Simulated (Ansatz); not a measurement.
# SrO (Fm-3m) in Ansatz: notebook

The runs below take SrO through single point, relaxation of cell and atoms, with PBE, revPBE+D3(BJ).

Everything below comes from runs of Ansatz 0.2.0. Logs are shortened: lines on timing, memory, paths and dates and some standing lists are left out, and cuts for length are marked.

### Step 1. The crystal as given

The structure is cubic, space group Fm-3m (No. 225). Conventional cell: a = 5.133 Å, b = 5.133 Å, c = 5.133 Å, α = 90.00°, β = 90.00°, γ = 90.00°. Around Sr (site symmetry m-3m) lie 6 O at 2.57 Å. Around O (site symmetry m-3m) lie 6 Sr at 2.57 Å.

### Step 2. Single point, PBE

input.yaml reads:

```yaml
crystal:
  lattice:
    - [0.0, 2.5663, 2.5663]
    - [2.5663, 0.0, 2.5663]
    - [2.5663, 2.5663, 0.0]
  atoms:
    - { symbol: Sr, position: [0.5, 0.5, 0.5] }
    - { symbol: O, position: [0.0, 0.0, 0.0] }
kpoints:
  mp_grid: { grid: [9, 9, 9] }
scf:
  occupations: { method: gaussian, width: 0.011 }
hamiltonian:
  xc: pbe
  pseudopotentials: { kind: all_electron, lapw: { basis_error: 0.001 } }
output:
  forces: true
  stress: true
  eigenvalues: true
```

Potentials or basis: all-electron LAPW, scalar-relativistic.

Run with:

```bash
ansatz run input.yaml --threads 1 --pin off --max-ram 3072MiB --backend cpu --events-out ev --progress --plain --runs-dir out
```

The log of the run:

```text
Warning: RAYON_NUM_THREADS=1 ignored (pool sized by the plan → 1); use --threads N
LAPW: plane waves up to 7.548 Å⁻¹, error target 1.0e-3 eV per atom; small_component_spin mean_spin; O in spheres of 1.244 Å, 6 of its electrons in bands, Dirac shells []; Sr in spheres of 1.323 Å, 28 of its electrons in bands, Dirac shells [] (how accurate: hamiltonian.pseudopotentials.lapw.basis_error, Limitations)
Engine: ansatz 0.2.0, aarch64-unknown-linux-gnu
Pseudopotentials: kind: all_electron
Pseudopotential: Sr, LAPW, valence charge 28, lapw/all_electron/scalar/gaussian/Sr, Koelling and Harmon's equation, gaussian nucleus
Pseudopotential: O, LAPW, valence charge 6, lapw/all_electron/scalar/gaussian/O, Koelling and Harmon's equation, gaussian nucleus
Functional definition: PBE
  parameter kappa = 0.804
  parameter beta = 0.06672455060314922
  exchange = pbe_x(kappa = kappa, mu = beta*pi^2/3)
  correlation = pbe_c(beta = beta)
Crystal: 2 atoms, lattice volume = 33.803 Å³
Basis set: ecut = 217.08978210757311 eV, 259 PW (Γ), exchange–correlation at level 2
Bands: 21, of which v1, the nominal top of the filled ones, is band 17 counted from 1 (16 counted from 0)
Symmetry: 48 space group operations
Space group: Fm-3m (ITA 225), of the structure as read, at distance tolerance 3.2e-5 Å
k-points: 35 of 729
Non-local potential: Sr, projectors of the file, none
Non-local potential: O, projectors of the file, none
Initial density: superposition of atomic densities (chi_scale 0.1, normalization cell, long waves kept (reshape's long-wave potential 0.00 eV rms))
Initial wavefunctions: plane waves of lowest kinetic energy (no species holds an atomic orbital)
Functional: x = pbe(κ = 0.804, μ = 0.2195149727645171), c = pbe(β = 0.06672455060314922)
iter 1 solved again at ethr=7.78e-3 eV; its pass at ethr=1.00e-1 eV (dr2=2.65e0 eV) is discarded
SCF iter   1: F=—  HF=-88572.572001 eV  |F-HF|=—  |Δ(HF+E_count)|=         —  Δρ=7.16e-2  dr2=2.64e0  ethr=7.78e-3  ⟨swp⟩=2.0  Hψ=4541  notcnv=0
preconditioner: auto → none  [insulator: Δε(μ)=6.471 eV  Ē_g=17.368 eV  σ=0.011 eV  W_gap=1.00  n_scr=14 (ndim 8)  ℏωp=23.9 eV  f_vac=0.000  D(μ)=0.00/eV (n_scr^D=0)  ε∞_Penn≈2.9]
SCF iter   2: F=—  HF=-88571.879026 eV  |F-HF|=—  |Δ(HF+E_count)|=   6.93e-1  Δρ=3.88e-2  dr2=7.30e-1  ethr=7.78e-3  ⟨swp⟩=3.0  Hψ=2309  notcnv=0
SCF iter   3: F=—  HF=-88570.469825 eV  |F-HF|=—  |Δ(HF+E_count)|=    1.41e0  Δρ=1.89e-2  dr2=1.85e-1  ethr=2.15e-3  ⟨swp⟩=3.0  Hψ=2360  notcnv=0
SCF iter   4: F=—  HF=-88570.534752 eV  |F-HF|=—  |Δ(HF+E_count)|=         —  Δρ=1.76e-2  dr2=1.68e-1  ethr=5.45e-4  ⟨swp⟩=3.0  Hψ=2479  notcnv=0
the basis was enlarged: its passes take 80.2 KiB over the memory plan, 1 of 1 planned eigensolver slots
SCF iter   5: F=—  HF=-88570.455063 eV  |F-HF|=—  |Δ(HF+E_count)|=   7.97e-2  Δρ=6.21e-3  dr2=2.08e-2  ethr=4.93e-4  ⟨swp⟩=2.1  Hψ=2106  notcnv=0
iter 6 solved again at ethr=1.87e-7 eV; its pass at ethr=6.13e-5 eV (dr2=6.34e-5 eV) is discarded
SCF iter   6: F=—  HF=-88570.443817 eV  |F-HF|=—  |Δ(HF+E_count)|=   1.12e-2  Δρ=3.39e-4  dr2=6.35e-5  ethr=1.87e-7  ⟨swp⟩=2.9  Hψ=3816  notcnv=0
SCF iter   7: F=—  HF=-88570.443751 eV  |F-HF|=—  |Δ(HF+E_count)|=   6.59e-5  Δρ=9.40e-5  dr2=4.79e-6  ethr=1.87e-7  ⟨swp⟩=2.0  Hψ=2100  notcnv=0
SCF iter   8: F=-88570.443802 eV  HF=-88570.443802 eV  |F-HF|=1.48e-8  |Δ(HF+E_count)|=   5.07e-5  Δρ=7.29e-6  dr2=2.56e-8  ethr=1.41e-8  ⟨swp⟩=2.2  Hψ=2107  notcnv=0
SCF 1 converged in 8 iterations: F = -88570.443802 eV  dr2 = 2.56e-8
SCF converged after 8 iterations
Free energy (F): -88570.443802 eV
Harris-Foulkes:  -88570.443802 eV  (|F-HF|=1.48e-8)
Internal energy: -88570.443802 eV  (E = F + TS)
E sigma→0 (E₀):  -88570.443802 eV
Fermi energy:    11.158426 eV
--- Per-component energies (eV) ---
  E_band       = -3183.571683
  E_kinetic    = 91135.997525
  E_xc         = -3098.655491
  E_electrostatic = -176607.785836  (all electrons and nuclei)
  E_smearing   = -0.000000  (= −TS)
  E_closure    = 0.000000  (closes the sum)
  E_atoms      = -88558.394032  (free atoms, spherical and without spin; not in F)
  Σ components = -88570.443802   (vs F -88570.443802, Δ=0.00e0)
  Basis errors (estimates in eV, not in F): energy 3.8e-4 per atom: plane waves 3.6e-4 (1.9e-4 summed), levels above the bands 0.0e0, relativity 1.2e-8, radial functions 2.6e-5, core shells 2.6e-8; eigenvalues (radial functions only) 2.0e-5; not estimated: angular momenta, meshes, grids; target (lapw.basis_error) 1.0e-3; muffin-tin radii O 1.244 Å, Sr 1.323 Å
--- Forces (eV/Å), atoms counted from 1 ---
  atom   1  Sr     0.00000000    -0.00000000    -0.00000000
  atom   2  O     -0.00000000     0.00000000    -0.00000000
  max |Σ_I F_I| component: 1.61e-30 eV/Å
--- Stress (GPa, compression-positive) ---
        3.325411      -0.000000       0.000000
       -0.000000       3.325411      -0.000000
        0.000000      -0.000000       3.325411
  P = ⅓ Tr σ = 3.3254 GPa (33.254 kbar)
--- Band table (eV; the first three rows and the last of 35) ---
  k-point 0: bands = ["-315.1718", "-237.5415", "-237.5415", "-237.5415", "-109.4871", "-109.4871", "-109.4871", "-109.4827", "-109.4827", "-22.8128", "-5.5917", "-4.4452", "-4.4452", "-4.4452", "9.4749", "9.4749", "9.4749", "13.5237", "15.7474", "15.7474", "15.7474"]
  k-point 1: bands = ["-315.1718", "-237.5415", "-237.5415", "-237.5415", "-109.4871", "-109.4871", "-109.4871", "-109.4827", "-109.4827", "-22.7965", "-5.8878", "-4.4551", "-4.4551", "-4.1897", "9.1098", "9.3192", "9.3192", "14.0873", "15.6101", "15.9887", "15.9887"]
  k-point 2: bands = ["-315.1718", "-237.5415", "-237.5415", "-237.5415", "-109.4871", "-109.4871", "-109.4871", "-109.4827", "-109.4827", "-22.7549", "-6.3981", "-4.4799", "-4.4799", "-3.7828", "8.3892", "8.9600", "8.9600", "15.3408", "15.5429", "16.6619", "16.6619"]
  k-point 34: bands = ["-315.1718", "-237.5415", "-237.5415", "-237.5415", "-109.4871", "-109.4871", "-109.4871", "-109.4827", "-109.4827", "-22.6310", "-6.3337", "-5.0735", "-5.0652", "-3.8800", "8.3482", "8.9595", "9.0842", "15.0856", "16.1049", "18.2331", "20.4079"]
```

Wall time 6.1 s (1 thread of Arm Neoverse V1, shared host); peak memory 0.26 GiB.

Results:

```yaml
Free_energy: -88570.4438 eV
Pressure: 3.3 GPa
Band_gap_on_the_k_mesh: 3.37 eV, indirect (least direct gap 3.45 eV)
```

Caveat: an odd mesh through Γ misses points on the zone boundary, where band edges often lie. PBE gaps usually lie below the measured ones, often by a third to a half.

### Step 3. Single point, PBE

Changes to input.yaml since step 2:

```diff
@@ -11,3 +11,3 @@
 scf:
-  occupations: { method: gaussian, width: 0.011 }
+  occupations: { method: gaussian, width: 0.05 }
 hamiltonian:
```

Potentials or basis: all-electron LAPW, scalar-relativistic.

Run with:

```bash
ansatz run input.yaml --threads 1 --pin off --max-ram 3072MiB --backend cpu --events-out ev --progress --plain --runs-dir out
```

Run time: 5.7 s. Hardware: 1 thread of Arm Neoverse V1, shared host; peak memory 0.26 GiB.

Results (log left out):

```
Free energy            : -88570.4438 eV
Pressure               : 3.3 GPa
Band gap on the k mesh : 3.37 eV, indirect (least direct gap 3.45 eV)
```

Levels at points of the mesh, in eV from the valence-band top:
| k point | band 15 | band 16 | band 17 | band 18 | band 19 | band 20 |
| --- | --- | --- | --- | --- | --- | --- |
| (0.00, 0.00, 0.00) | 0.00 | 0.00 | 0.00 | 4.05 | 6.27 | 6.27 |

Caveat: an odd mesh through Γ misses points on the zone boundary, where band edges often lie.

### Step 4. Relaxation of cell and atoms, revPBE+D3(BJ)

Changes to input.yaml since step 3:

```diff
@@ -11,5 +11,6 @@
 scf:
-  occupations: { method: gaussian, width: 0.05 }
+  occupations: { method: fermi_dirac, width: 0.05 }
 hamiltonian:
-  xc: pbe
+  xc: revpbe
+  dispersion: d3bj
   pseudopotentials: { kind: all_electron, lapw: { basis_error: 0.001 } }
@@ -18,2 +19,5 @@
   stress: true
-  eigenvalues: true
+relax:
+  f_tol: 0.02
+  max_steps: 60
+  cell: {}
```

Run with:

```bash
ansatz run input.yaml --threads 1 --pin off --max-ram 3072MiB --backend cpu --events-out ev --progress --plain --runs-dir out
```

It took 14 s on 1 thread of Arm Neoverse V1, shared host; peak memory 0.27 GiB.

It converged, with:

```yaml
Free_energy: -88577.3322 eV
Relaxed_volume: 17.13 Å³/atom
Relaxed_cell: a = 3.646 Å, b = 3.646 Å, c = 3.646 Å, α = 60.00°, β = 60.00°, γ = 60.00°
Space_group_after_relaxing_to_0.05_Å: Fm-3m (No. 225)
Energy_gained_by_relaxing: 0.8 meV/atom
Ionic_steps: 4
Pressure_after_relaxing: 0.0 GPa
Band_gap_on_the_k_mesh: 3.46 eV
```

Step by step:
```tsv
step	energy change (eV)	largest force (eV/Å)	volume (Å³)
1	0.0000	0.0000	33.80
2	-0.0005	0.0000	34.63
3	-0.0016	0.0000	34.26
4	-0.0016	0.0000	34.26
```

Final structure:
```cif
data_structure
_symmetry_space_group_name_H-M 'P 1'
_symmetry_Int_Tables_number 1
_cell_length_a 3.6455
_cell_length_b 3.6455
_cell_length_c 3.6455
_cell_angle_alpha 60.000
_cell_angle_beta 60.000
_cell_angle_gamma 60.000
_cell_volume 34.26
loop_
_atom_site_label
_atom_site_type_symbol
_atom_site_fract_x
_atom_site_fract_y
_atom_site_fract_z
_atom_site_occupancy
Sr1 Sr 0.50000 0.50000 0.50000 1
O1 O 0.00000 0.00000 0.00000 1
```

Caveat: an odd mesh through Γ misses points on the zone boundary, where band edges often lie. Zero-point motion and thermal expansion aren't in these numbers.

### Step 5. The runs side by side

| task | level | cell | cutoff (eV) | smearing | gap on the mesh (eV) | pressure (GPa) |
| --- | --- | --- | --- | --- | --- | --- |
| single point | PBE | as given | 217 | gaussian 0.011 eV | 3.37 | 3.3 |
| single point | PBE | as given | 217 | gaussian 0.05 eV | 3.37 | 3.3 |
| relaxation of cell and atoms | revPBE+D3(BJ) | relaxed | - | fermi-dirac 0.05 eV | 3.46 | 0.0 |

Alike in all rows: potentials or basis all-electron LAPW, scalar-relativistic; no spin polarisation; k mesh 9 × 9 × 9; basis error allowed 0.001 eV/atom.

Caveats: an odd mesh through Γ misses points on the zone boundary, where band edges often lie.

Compare energies only between runs with the same functional and basis.
